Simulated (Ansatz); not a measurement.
# Te2Mo in Ansatz: further runs

One slab, Te2Mo, is run at these levels: PBEsol; tasks: single point, equation of state.

Everything below comes from runs of Ansatz 0.2.0. Logs are shortened: lines on timing, memory, paths and dates and some standing lists are left out, and cuts for length are marked.

## Step 1: The structure

The cell holds a slab with vacuum, 3 atoms: a = 3.560 Å, b = 3.560 Å, c = 17.524 Å, α = 90.00°, β = 90.00°, γ = 120.00°.

## Step 2: Single point, PBEsol, 60.27 Å³/atom (volume scaled by 0.94)

Contents of input.yaml:

```yaml
crystal:
  lattice:
    - [3.4875546084, 0.0, 0.0]
    - [-1.7437773042, 3.0203108879, 0.0]
    - [0.0, 0.0, 17.1663236088]
  atoms:
    - { symbol: Te, position: [0.3333333333, 0.6666666667, 0.10214455] }
    - { symbol: Te, position: [0.3333333333, 0.6666666667, 0.89785545] }
    - { symbol: Mo, position: [0.0, 0.0, 0.0] }
hamiltonian:
  xc: pbesol
  pseudopotentials: { kind: paw }
kpoints:
  mp_grid: { grid: [9, 9, 2] }
scf:
  occupations: { method: fermi_dirac, width: 0.05 }
output:
  forces: true
  stress: true
  eigenvalues: true
```

Potentials or basis: Ansatz PAW.

Run with:

```console
$ ansatz run input.yaml --threads 2 --pin off --max-ram 5632MiB --backend cpu --events-out ev --progress --plain --runs-dir out
```

Standard output:

```text
Warning: RAYON_NUM_THREADS=2 ignored (pool sized by the plan → 2); use --threads N
Engine: ansatz 0.2.0, x86_64-unknown-linux-gnu
Pseudopotentials: kind: paw
Pseudopotential: Te, paw, valence charge 16, recommended cutoff 420 eV (normal), Te.paw.azcp
Pseudopotential: Mo, paw, valence charge 14, recommended cutoff 420 eV (normal), Mo.paw.azcp
Functional definition: PBEsol
  exchange = pbesol_x
  correlation = pbesol_c
Crystal: 3 atoms, lattice volume = 180.821 Å³
Basis set: ecut = 420 eV, 3543 PW (Γ), exchange–correlation on 48×48×240 points (8 copies of the dense FFT grid, shifted against one another)
Bands: 28, of which v1, the nominal top of the filled ones, is band 23 counted from 1 (22 counted from 0)
Symmetry: 12 space group operations
Space group: P-6m2 (ITA 187), of the structure as read, at distance tolerance 5.7e-5 Å
k-points: 24 of 162 (time reversal used)
Non-local potential: Te, projectors of the file, l = 0: 2, l = 1: 2, l = 2: 2, l = 3: 2
Non-local potential: Mo, projectors of the file, l = 0: 3, l = 1: 2, l = 2: 2, l = 3: 1
PAW form: soft (Blöchl's): semilocal exchange-correlation on the pseudo side does not see the compensation charge
PAW frozen core: Te, regenerated for the run's functional, and the local potential with it (the file was generated under x = pbe(κ = 0.804, μ = 0.2195149727645171), c = pbe(β = 0.06672455060314922))
PAW frozen core: Mo, regenerated for the run's functional, and the local potential with it (the file was generated under x = pbe(κ = 0.804, μ = 0.2195149727645171), c = pbe(β = 0.06672455060314922))
PAW one-centre angular grid: Te, 590 points (default); XC on 64 Gauss nodes
PAW one-centre angular grid: Mo, 590 points (default); XC on 64 Gauss nodes
Initial density: superposition of atomic densities (neutral atoms: chi_scale 0, normalization atom), corrected by the library's trained network
Initial wavefunctions: pseudopotential atomic-orbital guess
Functional: x = pbesol(κ = 0.804, μ = 0.12345679012345678), c = pbesol(β = 0.046)
SCF iter   1: F=—  HF=-18701.234168 eV  |F-HF|=—  |Δ(HF+E_count)|=         —  Δρ=3.54e-3  dr2=1.07e-2  ethr=1.77e-3  ⟨swp⟩=9.1  Hψ=3433  notcnv=0
preconditioner: auto → Resta (q_TF=auto, 2.172 Å⁻¹)  ε∞=3.4  [insulator: Δε(μ)=1.168 eV  Ē_g=7.540 eV  σ=0.050 eV  W_gap=1.00  n_scr=28 (ndim 8)  ℏωp=11.7 eV  f_vac=0.578  D(μ)=0.00/eV (n_scr^D=0)  ε∞_Penn≈3.4  vacuum switching on, ρ_ref=4.1e-3 e/Å³]
SCF iter   2: F=—  HF=-18701.235700 eV  |F-HF|=—  |Δ(HF+E_count)|=   1.53e-3  Δρ=1.84e-3  dr2=3.25e-3  ethr=2.33e-5  ⟨swp⟩=2.1  Hψ=1278  notcnv=0  defer=6
SCF iter   3: F=—  HF=-18701.237778 eV  |F-HF|=—  |Δ(HF+E_count)|=   2.08e-3  Δρ=6.05e-4  dr2=2.25e-3  ethr=7.06e-6  ⟨swp⟩=3.5  Hψ=1435  notcnv=0  defer=6
SCF iter   4: F=—  HF=-18701.237558 eV  |F-HF|=—  |Δ(HF+E_count)|=   2.20e-4  Δρ=2.51e-4  dr2=1.86e-4  ethr=4.89e-6  ⟨swp⟩=2.0  Hψ=747  notcnv=0  defer=6
SCF iter   5: F=—  HF=-18701.237570 eV  |F-HF|=—  |Δ(HF+E_count)|=   1.21e-5  Δρ=7.11e-5  dr2=1.62e-5  ethr=4.04e-7  ⟨swp⟩=3.0  Hψ=1296  notcnv=0  defer=6
SCF iter   6: F=—  HF=-18701.237595 eV  |F-HF|=—  |Δ(HF+E_count)|=   2.46e-5  Δρ=2.25e-5  dr2=2.43e-6  ethr=3.53e-8  ⟨swp⟩=3.0  Hψ=1313  notcnv=0  defer=6
SCF iter   7: F=—  HF=-18701.237596 eV  |F-HF|=—  |Δ(HF+E_count)|=   1.58e-6  Δρ=8.62e-6  dr2=1.69e-7  ethr=5.29e-9  ⟨swp⟩=3.0  Hψ=1192  notcnv=0  defer=6
SCF iter   8: F=-18701.237597 eV  HF=-18701.237597 eV  |F-HF|=1.28e-8  |Δ(HF+E_count)|=   9.40e-8  Δρ=2.00e-6  dr2=1.13e-8  ethr=2.17e-10  ⟨swp⟩=8.9  Hψ=2952  notcnv=0
SCF 1 converged in 8 iterations: F = -18701.237597 eV  dr2 = 1.13e-8
SCF converged after 8 iterations
Free energy (F): -18701.237597 eV
Harris-Foulkes:  -18701.237597 eV  (|F-HF|=1.28e-8)
Internal energy: -18701.237596 eV  (E = F + TS)
E sigma→0 (E₀):  -18701.237596 eV
Entropy (-TS):   -0.000001 eV (-0.000 meV/atom)
Fermi energy:    2.647907 eV
--- Per-component energies (eV) ---
  E_band       = -1039.131397
  E_kinetic    = 808.228271
  E_local      = -27593.045808  (includes V_loc(G=0)·N_el)
  E_nonlocal   = -469.236140
  E_hartree    = 13780.881446
  E_xc         = -431.104229
  E_vxc        = -439.387036  (∫ρ·V_xc dr)
  E_paw        = -12314.603465  (= ΣΔE_a)
  E_vpaw       = -907.440320  (= ΣTr[D̂ρ^β])
  E_aug_tail   = -0.000316  (compensation charges beyond the density's cutoff)
  E_ewald      = 7516.683716
  E_core_change = 0.958930  (= ΣΔE_core)
  E_smearing   = -0.000001  (= −TS)
  E_closure    = 0.000000  (closes the sum)
  Σ components = -18701.237597   (vs F -18701.237597, Δ=0.00e0)
--- Forces (eV/Å), atoms counted from 1 ---
  atom   1  Te    -0.00000000    -0.00000000     0.77610227
  atom   2  Te     0.00000000    -0.00000000    -0.77610227
  atom   3  Mo     0.00000000     0.00000000     0.00000000
  max |Σ_I F_I| component: 1.39e-17 eV/Å
--- Stress (GPa, compression-positive) ---
        0.998727       0.000000      -0.000000
        0.000000       0.998727       0.000000
       -0.000000       0.000000       2.411510
  P = ⅓ Tr σ = 1.4697 GPa (14.697 kbar)
--- Band table (eV; the first three rows and the last of 24) ---
  k-point 0: bands = ["-58.3846", "-34.3307", "-34.3307", "-34.3130", "-34.3130", "-34.2532", "-34.2532", "-34.2388", "-34.2388", "-34.2274", "-34.2146", "-32.6062", "-32.4320", "-32.4320", "-10.7972", "-9.6929", "-3.0947", "0.2787", "0.2787", "0.4076", "1.1550", "1.1550", "1.6438", "5.4410", "5.4410", "5.8083", "5.8083", "6.4404"]
  k-point 1: bands = ["-58.3846", "-34.3307", "-34.3307", "-34.3130", "-34.3130", "-34.2532", "-34.2532", "-34.2388", "-34.2388", "-34.2274", "-34.2146", "-32.6062", "-32.4320", "-32.4320", "-10.7972", "-9.6929", "-3.0947", "0.2787", "0.2787", "0.4076", "1.1550", "1.1550", "1.6438", "5.4410", "5.4410", "5.8083", "5.8083", "6.6077"]
  k-point 2: bands = ["-58.3834", "-34.3289", "-34.3276", "-34.3159", "-34.3102", "-34.2544", "-34.2539", "-34.2430", "-34.2391", "-34.2262", "-34.2130", "-32.5954", "-32.4517", "-32.4354", "-10.6166", "-9.5730", "-2.9043", "-0.0977", "0.0141", "0.4310", "0.9250", "1.3577", "1.6192", "4.8103", "4.8827", "5.4166", "5.5996", "6.6959"]
  k-point 23: bands = ["-58.3724", "-34.3401", "-34.3108", "-34.2992", "-34.2988", "-34.2776", "-34.2599", "-34.2455", "-34.2454", "-34.2203", "-34.2000", "-32.5724", "-32.5123", "-32.5050", "-8.3303", "-8.0764", "-2.6738", "-2.4467", "-1.9098", "-0.9105", "-0.9010", "0.4158", "2.0701", "3.2201", "4.1267", "4.8682", "6.5571", "7.3303"]
```

It took 4.3 s on 2 threads of Intel Xeon 6975P-C (Granite Rapids), shared host; peak memory 0.48 GiB.

What came out:

```
Free energy            : -18701.2376 eV
Largest force          : 0.776 eV/Å
Band gap on the k mesh : 1.15 eV, direct
```

Caveat: odd divisions of the mesh miss points on the zone boundary, where band edges often lie, so the gap on the mesh can be too wide; spin-orbit coupling is left out, which moves the levels of the heavy elements; the PAW data sets come from PBE, with cores solved anew for the run's functional, which leaves a small shift of forces and pressure.

## Step 3: Single point, PBEsol, 61.56 Å³/atom (volume scaled by 0.96)

input.yaml, as its differences from that of step 2:

```diff
@@ -2,5 +2,5 @@
   lattice:
-    - [3.4875546084, 0.0, 0.0]
-    - [-1.7437773042, 3.0203108879, 0.0]
-    - [0.0, 0.0, 17.1663236088]
+    - [3.5121156613, 0.0, 0.0]
+    - [-1.7560578307, 3.0415813837, 0.0]
+    - [0.0, 0.0, 17.2872171948]
   atoms:
@@ -20 +20,5 @@
   eigenvalues: true
+  write_density: true
+  write_potential: true
+  elf: true
+  volumetric_format: npy
```

Potentials or basis: Ansatz PAW.

Run with:

```console
$ ansatz run input.yaml --threads 2 --pin off --max-ram 5632MiB --backend cpu --events-out ev --progress --plain --runs-dir out
```

Wall time 5.1 s (2 threads of Intel Xeon 6975P-C (Granite Rapids), shared host); peak memory 0.49 GiB.

It converged, with:

- Free energy: -18701.2613 eV
- Largest force: 0.432 eV/Å
- Band gap on the k mesh: 1.11 eV, direct

Caveat: odd divisions of the mesh miss points on the zone boundary, where band edges often lie, so the gap on the mesh can be too wide; spin-orbit coupling is left out, which moves the levels of the heavy elements; the PAW data sets come from PBE, with cores solved anew for the run's functional, which leaves a small shift of forces and pressure.

## Step 4: Single point, PBEsol, 62.84 Å³/atom (volume scaled by 0.98)

input.yaml, as its differences from that of step 3:

```diff
@@ -2,5 +2,5 @@
   lattice:
-    - [3.5121156613, 0.0, 0.0]
-    - [-1.7560578307, 3.0415813837, 0.0]
-    - [0.0, 0.0, 17.2872171948]
+    - [3.5363379141, 0.0, 0.0]
+    - [-1.768168957, 3.0625584699, 0.0]
+    - [0.0, 0.0, 17.4064431499]
   atoms:
@@ -20,5 +20 @@
   eigenvalues: true
-  write_density: true
-  write_potential: true
-  elf: true
-  volumetric_format: npy
```

Run with:

```console
$ ansatz run input.yaml --threads 2 --pin off --max-ram 5632MiB --backend cpu --events-out ev --progress --plain --runs-dir out
```

It took 3.7 s on 2 threads of Intel Xeon 6975P-C (Granite Rapids), shared host; peak memory 0.47 GiB.

It converged, with:

| Property | Result |
| --- | --- |
| Free energy | -18701.2636 eV |
| Largest force | 0.116 eV/Å |
| Band gap on the k mesh | 1.08 eV, direct |

Caveat: odd divisions of the mesh miss points on the zone boundary, where band edges often lie, so the gap on the mesh can be too wide; spin-orbit coupling is left out, which moves the levels of the heavy elements; the PAW data sets come from PBE, with cores solved anew for the run's functional, which leaves a small shift of forces and pressure.

## Step 5: Single point, PBEsol, 64.12 Å³/atom

input.yaml, as its differences from that of step 4:

```diff
@@ -2,5 +2,5 @@
   lattice:
-    - [3.5363379141, 0.0, 0.0]
-    - [-1.768168957, 3.0625584699, 0.0]
-    - [0.0, 0.0, 17.4064431499]
+    - [3.560232814, 0.0, 0.0]
+    - [-1.780116407, 3.0832520603, 0.0]
+    - [0.0, 0.0, 17.52405782]
   atoms:
```

Run with:

```console
$ ansatz run input.yaml --threads 2 --pin off --max-ram 5632MiB --backend cpu --events-out ev --progress --plain --runs-dir out
```

Run time: 4 s. Hardware: 2 threads of Intel Xeon 6975P-C (Granite Rapids), shared host; peak memory 0.49 GiB.

Results (log left out):

```
Free energy            : -18701.2467 eV
Largest force          : 0.175 eV/Å
Band gap on the k mesh : 1.05 eV, direct
```

Caveat: odd divisions of the mesh miss points on the zone boundary, where band edges often lie, so the gap on the mesh can be too wide; spin-orbit coupling is left out, which moves the levels of the heavy elements; the PAW data sets come from PBE, with cores solved anew for the run's functional, which leaves a small shift of forces and pressure.

## Step 6: Single point, PBEsol, 65.40 Å³/atom (volume scaled by 1.02)

input.yaml, as its differences from that of step 5:

```diff
@@ -2,5 +2,5 @@
   lattice:
-    - [3.560232814, 0.0, 0.0]
-    - [-1.780116407, 3.0832520603, 0.0]
-    - [0.0, 0.0, 17.52405782]
+    - [3.5838112019, 0.0, 0.0]
+    - [-1.7919056009, 3.1036715432, 0.0]
+    - [0.0, 0.0, 17.6401145653]
   atoms:
```

Potentials or basis: Ansatz PAW.

Run with:

```console
$ ansatz run input.yaml --threads 2 --pin off --max-ram 5632MiB --backend cpu --events-out ev --progress --plain --runs-dir out
```

It took 3.9 s on 2 threads of Intel Xeon 6975P-C (Granite Rapids), shared host; peak memory 0.47 GiB.

It converged, with:

```yaml
Free_energy: -18701.2126 eV
Largest_force: 0.443 eV/Å
Band_gap_on_the_k_mesh: 1.02 eV, direct
```

Caveat: odd divisions of the mesh miss points on the zone boundary, where band edges often lie, so the gap on the mesh can be too wide; spin-orbit coupling is left out, which moves the levels of the heavy elements; the PAW data sets come from PBE, with cores solved anew for the run's functional, which leaves a small shift of forces and pressure.

## Step 7: Single point, PBEsol, 66.69 Å³/atom (volume scaled by 1.04)

input.yaml, as its differences from that of step 6:

```diff
@@ -2,5 +2,5 @@
   lattice:
-    - [3.5838112019, 0.0, 0.0]
-    - [-1.7919056009, 3.1036715432, 0.0]
-    - [0.0, 0.0, 17.6401145653]
+    - [3.6070833553, 0.0, 0.0]
+    - [-1.8035416776, 3.1238258192, 0.0]
+    - [0.0, 0.0, 17.7546639734]
   atoms:
```

Run with:

```console
$ ansatz run input.yaml --threads 2 --pin off --max-ram 5632MiB --backend cpu --events-out ev --progress --plain --runs-dir out
```

It took 4 s on 2 threads of Intel Xeon 6975P-C (Granite Rapids), shared host; peak memory 0.49 GiB.

It converged, with:

```yaml
Free_energy: -18701.1634 eV
Largest_force: 0.690 eV/Å
Band_gap_on_the_k_mesh: 0.99 eV, direct
```

Caveat: odd divisions of the mesh miss points on the zone boundary, where band edges often lie, so the gap on the mesh can be too wide; spin-orbit coupling is left out, which moves the levels of the heavy elements; the PAW data sets come from PBE, with cores solved anew for the run's functional, which leaves a small shift of forces and pressure.

## Step 8: Single point, PBEsol, 67.97 Å³/atom (volume scaled by 1.06)

input.yaml, as its differences from that of step 7:

```diff
@@ -2,5 +2,5 @@
   lattice:
-    - [3.6070833553, 0.0, 0.0]
-    - [-1.8035416776, 3.1238258192, 0.0]
-    - [0.0, 0.0, 17.7546639734]
+    - [3.630059028, 0.0, 0.0]
+    - [-1.815029514, 3.1437233354, 0.0]
+    - [0.0, 0.0, 17.8677540541]
   atoms:
```

Run with:

```console
$ ansatz run input.yaml --threads 2 --pin off --max-ram 5632MiB --backend cpu --events-out ev --progress --plain --runs-dir out
```

Run time: 4.4 s. Hardware: 2 threads of Intel Xeon 6975P-C (Granite Rapids), shared host; peak memory 0.49 GiB.

Results (log left out):

```yaml
Free_energy: -18701.1005 eV
Largest_force: 0.917 eV/Å
Band_gap_on_the_k_mesh: 0.96 eV, direct
```

Caveat: odd divisions of the mesh miss points on the zone boundary, where band edges often lie, so the gap on the mesh can be too wide; spin-orbit coupling is left out, which moves the levels of the heavy elements; the PAW data sets come from PBE, with cores solved anew for the run's functional, which leaves a small shift of forces and pressure.

## Step 9: Equation of state, PBEsol

Potentials or basis: Ansatz PAW.

No new run: the results of the series are fitted here.

Results:

```
Equilibrium volume                        : 62.33 Å³/atom
Bulk modulus at fixed shape and positions : 41 GPa
Pressure derivative of the bulk modulus   : 4.5
```

Energy against volume, from the lowest point:
| volume (Å³/atom) | energy (meV/atom) |
| --- | --- |
| 60.274 | 8.66 |
| 61.556 | 0.75 |
| 62.839 | 0.00 |
| 64.121 | 5.64 |
| 65.404 | 16.98 |
| 66.686 | 33.40 |
| 67.968 | 54.36 |

Caveat: the cell was scaled at fixed shape and fractional positions, which overstates the stiffness of a crystal with free parameters, most of all of layers and chains. The run has no spin-orbit coupling, so splittings on Te are missing.
